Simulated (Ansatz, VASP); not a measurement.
Ag in VASP and in Ansatz

Contents of INCAR:

```
ALGO = Normal
EDIFF = 1E-6
ENCUT = 520
GGA = PS
ISIF = 2
ISMEAR = -1
LASPH = True
LCHARG = True
LELF = True
LREAL = False
LVHAR = True
LWAVE = False
NBANDS = 12
NELM = 80
PREC = Accurate
SIGMA = 0.05
```

File KPOINTS:

```
k-points
0
Gamma
  8 8 8
```

The input POSCAR:

```
Ag
1.0
   -1.6556540000      1.6556540000      1.6556540000
    1.6556540000     -1.6556540000      1.6556540000
    1.6556540000      1.6556540000     -1.6556540000
Ag
1
Direct
    0.0000000000      0.0000000000      0.0000000000
```

input.yaml

```yaml
crystal:
  lattice:
    - [-1.655654, 1.655654, 1.655654]
    - [1.655654, -1.655654, 1.655654]
    - [1.655654, 1.655654, -1.655654]
  atoms:
    - { symbol: Ag, position: [0.0, 0.0, 0.0] }
kpoints:
  mp_grid: { grid: [8, 8, 8] }
  band_path:
    path:
      - [0.0, 0.0, 0.0]
      - [0.5, -0.5, 0.5]
      - [0.0, 0.0, 0.5]
      - [0.0, 0.0, 0.0]
      - [0.25, 0.25, 0.25]
      - [0.5, -0.5, 0.5]
    npoints: 6
scf:
  occupations: { method: fermi_dirac, width: 0.05 }
hamiltonian:
  xc: pbesol
  pseudopotentials: { kind: all_electron, lapw: { basis_error: 0.001 } }
output:
  forces: true
  stress: true
  eigenvalues: true
```

Alike in both runs: functional PBEsol; k mesh 8 × 8 × 8; occupations fermi-dirac, width 0.05 eV; no spin polarisation.

|  | VASP | Ansatz |
| --- | --- | --- |
| version | VASP 6.6.1 | Ansatz 0.2.0 |
| potentials or method | VASP PAW PBE potentials, release 64 (Ag) | all-electron LAPW, scalar-relativistic |
| plane-wave cutoff (eV) | 520 | see its input |
| task | single point | band structure |

Ansatz gave:

| Item | Value |
| --- | --- |
| gap on the k mesh at the Fermi level (eV) | none |
| pressure (GPa) | -7.3 |

Question: Estimate VASP's values.

Answer: gap on the k mesh at the Fermi level (eV): none; pressure (GPa): -7.4.

A gap of «none» marks a metal or a gap that the smearing closes. Ansatz ran all-electron here, so the differences hold the error of VASP's frozen core and of both bases.

Caveats: the PAW data sets were made with another functional, which shifts forces and pressure a little (VASP); the k mesh is thin for a metal, which can move the energy by tens of meV per atom (Ansatz).
